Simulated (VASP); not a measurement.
Here is a VASP 6.6.1 calculation.

INCAR

```
  ALGO = Normal
  EDIFF = 1E-6
  EDIFFG = -0.02
  ENCUT = 600
  GGA = CA
  IBRION = 2
  ISIF = 3
  ISMEAR = 0
  KPAR = 2
  LASPH = True
  LCHARG = False
  LREAL = False
  LWAVE = False
  NELM = 100
  NSW = 40
  PREC = Accurate
  SIGMA = 0.02
```

File KPOINTS:

```
k-points
0
Gamma
  6 6 6
```

Contents of POSCAR:

```
Bi2TeSe2
1.0
    2.0915000000      1.2075280880      9.7123333333
   -2.0915000000      1.2075280880      9.7123333333
    0.0000000000     -2.4150561760      9.7123333333
Bi Te Se
2 1 2
Direct
    0.6019400000      0.6019400000      0.6019400000
    0.3980600000      0.3980600000      0.3980600000
    0.0000000000      0.0000000000      0.0000000000
    0.7884000000      0.7884000000      0.7884000000
    0.2116000000      0.2116000000      0.2116000000
```

Potentials or basis: VASP PAW LDA potentials, release 64 (Bi_d, Te, Se).

Command:

```console
$ cat potpaw_LDA.64/Bi_d/POTCAR potpaw_LDA.64/Te/POTCAR potpaw_LDA.64/Se/POTCAR > POTCAR
$ mpirun -np 2 vasp_std > vasp.out
```

**Question.** What does it give for the band gap on the k mesh?

**Answer.** 0.41 eV, direct.

**Question.** What does it give for the relaxed cell?

**Answer.** a = 9.792 Å, b = 9.792 Å, c = 9.792 Å, α = 24.74°, β = 24.74°, γ = 24.74°.

Final structure:
```xyz
5
Lattice="2.0972 1.2108 9.4874 -2.0972 1.2108 9.4874 0.0000 -2.4217 9.4874" Properties=species:S:1:pos:R:3 pbc="T T T"
Bi    0.0000    0.0000   16.8870
Bi    0.0000    0.0000   11.5751
Te    0.0000    0.0000    0.0000
Se    0.0000    0.0000   22.5829
Se    0.0000    0.0000    5.8792
```

Caveat: spin-orbit coupling is left out, which as a rule narrows the gap of such compounds by several tenths of an eV. A k mesh can miss the band edges.
